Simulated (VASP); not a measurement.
# K2S (Fm-3m) in VASP: single point with HSE06

Aim: the single point of K2S with HSE06.

Everything below comes from runs of VASP 6.6.1. Logs are shortened: lines on timing, memory, paths and dates and some standing lists are left out, and cuts for length are marked.

**1. The crystal as given**

It takes space group Fm-3m (No. 225, cubic). The conventional cell has a = 7.347 Å, b = 7.347 Å, c = 7.347 Å, α = 90.00°, β = 90.00°, γ = 90.00°. K (site symmetry -43m) has 4 S at 3.18 Å as nearest neighbours. S (site symmetry m-3m) has 8 K at 3.18 Å as nearest neighbours.

The cell is a database's computed one.

**2. Single point, HSE06**

The input, POSCAR:

```
K2S
1.0
    0.0000000000      3.6734200000      3.6734200000
    3.6734200000      0.0000000000      3.6734200000
    3.6734200000      3.6734200000      0.0000000000
K S
2 1
Direct
    0.7500000000      0.7500000000      0.7500000000
    0.2500000000      0.2500000000      0.2500000000
    0.0000000000      0.0000000000      0.0000000000
```

The input, INCAR.step1:

```
ALGO = Normal
EDIFF = 1E-5
ENCUT = 520
GGA = PE
ISIF = 2
ISMEAR = 0
LASPH = True
LCHARG = False
LREAL = False
LWAVE = True
NELM = 100
PREC = Accurate
SIGMA = 0.02
```

The input, INCAR.step2:

```
ALGO = Normal
EDIFF = 1E-6
ENCUT = 520
GGA = PE
HFSCREEN = 0.2
ISIF = 2
ISMEAR = 0
ISTART = 1
LASPH = True
LCHARG = False
LHFCALC = True
LREAL = False
LWAVE = False
NELM = 100
PREC = Accurate
PRECFOCK = Fast
SIGMA = 0.02
```

The input, KPOINTS:

```
k-points
0
Gamma
  4 4 4
```

Potentials or basis: VASP PAW PBE potentials, release 64 (K_sv, S).

Run with:

```sh
$ cat potpaw_PBE.64/K_sv/POTCAR potpaw_PBE.64/S/POTCAR > POTCAR
$ cp INCAR.step1 INCAR
$ mpirun -np 1 vasp_std > vasp.out
$ cp INCAR.step2 INCAR
$ mpirun -np 1 vasp_std > vasp.out
```

OUTCAR:

```text
EDIFF = 1E-6
   ENCUT = 520
   GGA = PE
   HFSCREEN = 0.2
   ISIF = 2
   ISMEAR = 0
   ISTART = 1
   LASPH = True
   LHFCALC = True
   LREAL = False
   NELM = 100
   PREC = Accurate
   PRECFOCK = Fast

 ion  position               nearest neighbor table
   1  0.750  0.750  0.750-   3 3.18   3 3.18   3 3.18   3 3.18   2 3.67   2 3.67   2 3.67   2 3.67
                             2 3.67   2 3.67
   2  0.250  0.250  0.250-   3 3.18   3 3.18   3 3.18   3 3.18   1 3.67   1 3.67   1 3.67   1 3.67
                             1 3.67   1 3.67
   3  0.000  0.000  0.000-   1 3.18   1 3.18   1 3.18   1 3.18   2 3.18   2 3.18   2 3.18   2 3.18

  LATTYP: Found a face centered cubic cell.
 ALAT       =     7.3468400000

  Lattice vectors:

 A1 = (   0.0000000000,   3.6734200000,   3.6734200000)
 A2 = (   3.6734200000,   0.0000000000,   3.6734200000)
 A3 = (   3.6734200000,   3.6734200000,   0.0000000000)

Analysis of symmetry for initial positions (statically):
=====================================================================
 Subroutine PRICEL returns:
 Original cell was already a primitive cell.

 Routine SETGRP: Setting up the symmetry group for a
 face centered cubic supercell.

 Subroutine GETGRP returns: Found 48 space group operations
 (whereof 48 operations were pure point group operations)
 out of a pool of 48 trial point group operations.

The static configuration has the point symmetry O_h .

Analysis of symmetry for dynamics (positions and initial velocities):
=====================================================================
 Subroutine PRICEL returns:
 Original cell was already a primitive cell.

 Routine SETGRP: Setting up the symmetry group for a
 face centered cubic supercell.

 Subroutine GETGRP returns: Found 48 space group operations
 (whereof 48 operations were pure point group operations)
 out of a pool of 48 trial point group operations.

The dynamic configuration has the point symmetry O_h .

 Subroutine INISYM returns: Found 48 space group operations
 (whereof 48 operations are pure point group operations),
 and found     1 'primitive' translations

----------------------------------------------------------------------------------------

                                     Primitive cell

  volume of cell :      99.1384

  direct lattice vectors                    reciprocal lattice vectors
     0.000000000  3.673420000  3.673420000    -0.136112941  0.136112941  0.136112941
     3.673420000  0.000000000  3.673420000     0.136112941 -0.136112941  0.136112941
     3.673420000  3.673420000  0.000000000     0.136112941  0.136112941 -0.136112941

  length of vectors
     5.195000384  5.195000384  5.195000384     0.235754530  0.235754530  0.235754530

  position of ions in fractional coordinates (direct lattice)
     0.750000000  0.750000000  0.750000000
     0.250000000  0.250000000  0.250000000
     0.000000000  0.000000000  0.000000000

  ion indices of the primitive-cell ions
   primitive index   ion index
                 1           1
                 2           2
                 3           3

----------------------------------------------------------------------------------------

 KPOINTS: k-points

Automatic generation of k-mesh.
 Grid dimensions read from file:
 generate k-points for:    4    4    4

 Generating k-lattice:

  Cartesian coordinates                     Fractional coordinates (reciprocal lattice)
    -0.034028235  0.034028235  0.034028235     0.250000000  0.000000000  0.000000000
     0.034028235 -0.034028235  0.034028235     0.000000000  0.250000000  0.000000000
     0.034028235  0.034028235 -0.034028235     0.000000000  0.000000000  0.250000000

  Length of vectors
     0.058938632  0.058938632  0.058938632

  Shift w.r.t. Gamma in fractional coordinates (k-lattice)
     0.000000000  0.000000000  0.000000000

 Subroutine IBZKPT returns following result:
 ===========================================

 Found      8 irreducible k-points:

 Following reciprocal coordinates:
            Coordinates               Weight
  0.000000  0.000000  0.000000      1.000000
  0.250000  0.000000  0.000000      8.000000
  0.500000  0.000000  0.000000      4.000000
  0.250000  0.250000  0.000000      6.000000
  0.500000  0.250000  0.000000     24.000000
 -0.250000  0.250000  0.000000     12.000000
  0.500000  0.500000  0.000000      3.000000
 -0.250000  0.500000  0.250000      6.000000
   k-points           NKPTS =      8   k-points in BZ     NKDIM =     64   number of bands    NBANDS=     16
   number of dos      NEDOS =    301   number of ions     NIONS =      3
   total plane-waves  NPLWV =  64000
   dimension x,y,z NGX =    40 NGY =   40 NGZ =   40
   dimension x,y,z NGXF=    80 NGYF=   80 NGZF=   80
   ions per type =               2   1
   NGX,Y,Z   is equivalent  to a cutoff of  12.80, 12.80, 12.80 a.u.
   NGXF,Y,Z  is equivalent  to a cutoff of  25.60, 25.60, 25.60 a.u.
 SYSTEM =  unknown system
   PREC   = accura    normal or accurate (medium, high low for compatibility)
   ISTART =      1    job   : 0-new  1-cont  2-samecut
   ICHARG =      0    charge: 1-file 2-atom 10-const
   ISPIN  =      1    spin polarized calculation?
   LNONCOLLINEAR =      F non collinear calculations
   LSORBIT =      F    spin-orbit coupling
   LASPH  =      T    aspherical Exc in radial PAW
   ENCUT  =  520.0 eV  38.22 Ry    6.18 a.u.   9.66  9.66  9.66*2*pi/ulx,y,z
   NELM   =    100;   NELMIN=  2; NELMDL=  0     # of ELM steps
   EDIFF  = 0.1E-05   stopping-criterion for ELM
   LREAL  =      F    real-space projection
   EDIFFG = 0.1E-04   stopping-criterion for IOM
   NSW    =      0    number of steps for IOM
   IBRION =     -1    ionic relax: 0-MD 1-quasi-New 2-CG
   NFREE  =      0    steps in history (QN), initial steepest desc. (CG)
   ISIF   =      2    stress and relaxation
   ISYM   =      3    0-nonsym 1-usesym 2-fastsym
   POTIM  = 0.5000    time-step for ionic-motion
   TEBEG  =    0.0;   TEEND  =   0.0 temperature during run
   PSTRESS=    0.0 pullay stress
   NELECT =      24.0000    total number of electrons
   NUPDOWN=      -1.0000    fix difference up-down
   EMIN   =  10.00;   EMAX   =-10.00  energy-range for DOS
   EFERMI =   0.00;   METHOD = LEGACY
   ISMEAR =     0;   SIGMA  =   0.02  broadening in eV -4-tet -1-fermi 0-gaus
   EFERMI_NEDOS =   21; number of points for ismear=-14 and -15
   IALGO  =     38    algorithm
   IMIX   =      1    mixing-type and parameters
     AMIX     =   0.40;   BMIX     =  1.00
     AMIX_MAG =   1.60;   BMIX_MAG =  1.00
  volume/ion in A,a.u.               =      33.05       223.01
  Fermi-wavevector in a.u.,A,eV,Ry     =   1.020308  1.928103 14.164054  1.041029
  Thomas-Fermi vector in A             =   2.153870
   LORBIT       =      0    0 simple, 1 ext, 2 COOP (PROOUT), +10 PAW based schemes
   GGA     = PE    functional components
   LHFCALC =     T    Hartree Fock is set to
   PRECFOCK=fast      Normal, Fast or Accurate (Low or Medium for compatibility)
   ENCUT4O =  -1.0   cutoff for four orbital integrals eV
   NKREDX  =     1    reduce k-point grid by
   NKREDY  =     1    reduce k-point grid by
   NKREDZ  =     1    reduce k-point grid by
   AEXX    =    0.2500 exact exchange contribution
   HFSCREEN=    0.2000 screening length (either q_TF or 0.3 A-1)
   HFSCREENC=   0.2000 screening length for correlation (either q_TF or 0.3 A-1)
   ENCUTFOCK=  -1.0 apply spherical cutoff to Coloumb kernel
   IVDW    =     0    specifies the selected vdW correction
   LEPSILON=     F    determine dielectric tensor
   LRPA    =     F    only Hartree local field effects (RPA)
 non-spin polarized calculation
 Gauss-broadening in eV      SIGMA  =   0.02
  energy-cutoff  :      520.00
  volume of cell :       99.14
 maximum number of plane-waves:      2698
 NGX is ok and might be reduce to    40
  NGX = 24; NGY = 24; NGZ = 24

 number of electron      23.9999997 magnetization

 Free energy of the ion-electron system (eV)
  ---------------------------------------------------
  ext. energy  EPLUGINS =         0.00000000
  ---------------------------------------------------
  free energy    TOTEN  =       -10.86673805 eV

  energy without entropy =      -10.86673805  energy(sigma->0) =      -10.86673805

 E-fermi :  -0.8600     XC(G=0):  -6.2124

 val. band max:       -0.9786625664   @ k =   0.5000   0.5000   0.0000
 cond. band min:       2.4153296573   @ k =   0.0000   0.0000   0.0000
 fundamental gap:      3.3939922238
 Fermi energy:        -0.8599901351

 k-point     1 :       0.0000    0.0000    0.0000
  band No.  band energies     occupation
      1     -32.5084      2.00000
      2     -32.4150      2.00000
      3     -14.7531      2.00000
      4     -14.7531      2.00000
      5     -14.7531      2.00000
      6     -14.4947      2.00000
      7     -14.4947      2.00000
      8     -14.4947      2.00000
      9     -11.6115      2.00000
     10      -1.1847      2.00000
     11      -1.1847      2.00000
     12      -1.1847      2.00000
     13       2.4153      0.00000
     14       5.7549      0.00000
     15       5.7549      0.00000
     16       7.8981      0.00000

 k-point     2 :       0.2500    0.0000    0.0000
  band No.  band energies     occupation
      1     -32.4941      2.00000
      2     -32.4281      2.00000
      3     -14.7481      2.00000
      4     -14.7204      2.00000
      5     -14.7204      2.00000
      6     -14.5953      2.00000
      7     -14.5372      2.00000
      8     -14.5372      2.00000
      9     -11.4769      2.00000
     10      -1.4752      2.00000
     11      -1.1170      2.00000
     12      -1.1170      2.00000
     13       3.5024      0.00000
     14       5.8349      0.00000
     15       5.8349      0.00000
     16       6.7663      0.00000

 k-point     3 :       0.5000    0.0000    0.0000
  band No.  band energies     occupation
      1     -32.4605      2.00000
      2     -32.4604      2.00000
      3     -14.7725      2.00000
      4     -14.6568      2.00000
      5     -14.6411      2.00000
      6     -14.6411      2.00000
      7     -14.6263      2.00000
      8     -14.6263      2.00000
      9     -11.3549      2.00000
     10      -1.6310      2.00000
     11      -1.0486      2.00000
     12      -1.0486      2.00000
     13       4.8181      0.00000
     14       5.2385      0.00000
     15       6.0443      0.00000
     16       6.0443      0.00000

 k-point     4 :       0.2500    0.2500    0.0000
  band No.  band energies     occupation
      1     -32.4919      2.00000
      2     -32.4297      2.00000
      3     -14.7903      2.00000
      4     -14.7903      2.00000
      5     -14.7664      2.00000
      6     -14.5887      2.00000
      7     -14.4736      2.00000
      8     -14.4736      2.00000
      9     -11.4407      2.00000
     10      -1.5789      2.00000
     11      -1.0785      2.00000
     12      -1.0785      2.00000
     13       3.7196      0.00000
     14       5.2162      0.00000
     15       6.2731      0.00000
     16       6.8328      0.00000

 k-point     5 :       0.5000    0.2500    0.0000
  band No.  band energies     occupation
      1     -32.4711      2.00000
      2     -32.4492      2.00000
      3     -14.9191      2.00000
      4     -14.7826      2.00000
      5     -14.7691      2.00000
      6     -14.5193      2.00000
      7     -14.5044      2.00000
      8     -14.4808      2.00000
      9     -11.3275      2.00000
     10      -1.5814      2.00000
     11      -1.1577      2.00000
     12      -1.0136      2.00000
     13       3.9640      0.00000
     14       5.8113      0.00000
     15       6.1951      0.00000
     16       6.6060      0.00000

 k-point     6 :      -0.2500    0.2500    0.0000
  band No.  band energies     occupation
      1     -32.4759      2.00000
      2     -32.4448      2.00000
      3     -14.8773      2.00000
      4     -14.7255      2.00000
      5     -14.6624      2.00000
      6     -14.6280      2.00000
      7     -14.6048      2.00000
      8     -14.4546      2.00000
      9     -11.3611      2.00000
     10      -1.4863      2.00000
     11      -1.2209      2.00000
     12      -1.0520      2.00000
     13       4.1695      0.00000
     14       5.5731      0.00000
     15       6.0271      0.00000
     16       6.8240      0.00000

 k-point     7 :       0.5000    0.5000    0.0000
  band No.  band energies     occupation
      1     -32.4753      2.00000
      2     -32.4444      2.00000
      3     -15.0094      2.00000
      4     -14.8268      2.00000
      5     -14.8268      2.00000
      6     -14.4528      2.00000
      7     -14.4527      2.00000
      8     -14.4188      2.00000
      9     -11.2981      2.00000
     10      -1.7689      2.00000
     11      -0.9787      2.00000
     12      -0.9787      2.00000
     13       3.4967      0.00000
     14       5.5529      0.00000
     15       6.9980      0.00000
     16       7.0853      0.00000

 k-point     8 :      -0.2500    0.5000    0.2500
  band No.  band energies     occupation
      1     -32.4599      2.00000
      2     -32.4599      2.00000
      3     -14.9825      2.00000
      4     -14.8559      2.00000
      5     -14.6437      2.00000
      6     -14.6437      2.00000
      7     -14.4371      2.00000
      8     -14.4345      2.00000
      9     -11.2955      2.00000
     10      -1.3814      2.00000
     11      -1.3814      2.00000
     12      -0.9944      2.00000
     13       3.7293      0.00000
     14       6.0736      0.00000
     15       6.0736      0.00000
     16       6.9780      0.00000

------------------------ aborting loop because EDIFF is reached ----------------------------------------

  FORCE on cell =-STRESS in cart. coord.  units (eV):
  Direction    XX          YY          ZZ          XY          YZ          ZX
  --------------------------------------------------------------------------------------
  -------------------------------------------------------------------------------------
  Total        0.4275942      0.4275942      0.4275942      0.0000000      0.0000000     -0.0000000
  in kB        6.9103588      6.9103588      6.9103588      0.0000000      0.0000000     -0.0000000
  external PRESSURE =       6.9103588 kB  Pullay stress =       0.0000000 kB

 VOLUME and BASIS-vectors are now :
 -----------------------------------------------------------------------------
  energy-cutoff  :      520.00
  volume of cell :       99.14
      direct lattice vectors                 reciprocal lattice vectors
     0.000000000  3.673420000  3.673420000    -0.136112941  0.136112941  0.136112941
     3.673420000  0.000000000  3.673420000     0.136112941 -0.136112941  0.136112941
     3.673420000  3.673420000  0.000000000     0.136112941  0.136112941 -0.136112941

 POSITION                                       TOTAL-FORCE (eV/Angst)
 -----------------------------------------------------------------------------------
      5.51013      5.51013      5.51013         0.000000      0.000000      0.000000
      1.83671      1.83671      1.83671        -0.000000     -0.000000      0.000000
      0.00000      0.00000      0.00000        -0.000000     -0.000000     -0.000000
 -----------------------------------------------------------------------------------
    total drift:                               -0.000000      0.000000      0.000000

  FREE ENERGIE OF THE ION-ELECTRON SYSTEM (eV)
  ---------------------------------------------------
  free  energy   TOTEN  =       -10.8667380514 eV

  energy  without entropy=      -10.8667380514  energy(sigma->0) =      -10.86673805
```

Run time: 5.8 min. Hardware: 1 thread of Intel Xeon Platinum 8375C at 2.90GHz (Ice Lake), shared host; peak memory 0.35 GiB.

What came out:

```yaml
Free_energy: -10.8667 eV
Pressure: 0.7 GPa
Band_gap_on_the_k_mesh: 3.39 eV, indirect (least direct gap 3.60 eV)
```

Caveat: the PAW data sets were made with another functional, which shifts forces and pressure a little. A k mesh can miss the band edges.
